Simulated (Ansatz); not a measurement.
# TaN: strain and displacement

```yaml
crystal:
  lattice:
    - [3.04800, 0.00000, 0.00000]
    - [-1.52400, 2.63965, 0.00000]
    - [0.00000, 0.00000, 4.91800]
  atoms:
    - { symbol: Ta, position: [0.00000, 0.00000, 0.00000] }
    - { symbol: Ta, position: [0.00000, 0.00000, 0.50000] }
    - { symbol: N, position: [0.33333, 0.66667, 0.25000] }
    - { symbol: N, position: [0.66667, 0.33333, 0.75000] }
```

Atom numbers follow the list: Ta1, Ta2, N3, N4.

The cell comes from COD entry 1523630, which wasn't checked; take it as a given geometry.

Spin–orbit coupling is left out, though it moves levels of the heavy atoms by tenths of an eV or more.

Method: DFT, PBEsol, all-electron PAW with datasets made for the crystal, scalar-relativistic (Ansatz 0.2.0).

Sampling and basis: a Γ-centred 9×9×5 k mesh, Fermi–Dirac smearing of 0.01 eV, cutoff 500 eV (chosen by the program for this cell), no spin polarisation.

The unchanged cell is at 48.0 GPa.

In a metal, stresses and small energies carry noise from the k mesh.

x, y and z are the Cartesian axes of the cell as listed; fractional coordinates follow a strain, and an engineering shear is twice the off-diagonal strain component.

(1) With this change (equal xy, yz and zx engineering shear strains of -2 %), what becomes of the energy and stress and forces?

(2) With this change (equal xy, yz and zx engineering shear strains of +1 %), what becomes of the energy and stress and forces?

With equal xy, yz and zx engineering shear strains of +3 %: energy change +18 meV/atom; stress change (xx, yy, zz, yz, xz, xy) 0.98, 1.13, 1.05, -6.78, -6.92, -3.67 GPa, compression positive; change of the force on N3 (0.533, 0.007, -0.053) eV/Å.

With equal xy, yz and zx engineering shear strains of -3 %: energy change +21 meV/atom; stress change (xx, yy, zz, yz, xz, xy) 1.09, 0.81, 1.46, 8.21, 8.40, 5.16 GPa, compression positive; change of the force on N3 (-0.662, 0.010, -0.057) eV/Å.

(3) With this change (equal xy, yz and zx engineering shear strains of -1 %), what becomes of the energy and stress and forces?

(4) With this change (equal xy, yz and zx engineering shear strains of +2 %), what becomes of the energy and stress and forces?

Answers

(1) Energy change +9 meV/atom; stress change (xx, yy, zz, yz, xz, xy) 0.20, 0.15, 1.03, 5.33, 5.35, 3.23 GPa, compression positive; change of the force on N3 (-0.430, 0.011, -0.024) eV/Å.

(2) Energy change +2 meV/atom; stress change (xx, yy, zz, yz, xz, xy) -0.03, -0.05, 0.31, -2.34, -2.31, -1.06 GPa, compression positive; change of the force on N3 (0.202, 0.001, -0.012) eV/Å.

(3) Energy change +2 meV/atom; stress change (xx, yy, zz, yz, xz, xy) -0.14, -0.08, 0.50, 2.47, 2.49, 1.21 GPa, compression positive; change of the force on N3 (-0.217, 0.002, -0.008) eV/Å.

(4) Energy change +8 meV/atom; stress change (xx, yy, zz, yz, xz, xy) 0.28, 0.33, 0.69, -4.73, -4.68, -2.47 GPa, compression positive; change of the force on N3 (0.376, 0.011, -0.027) eV/Å.
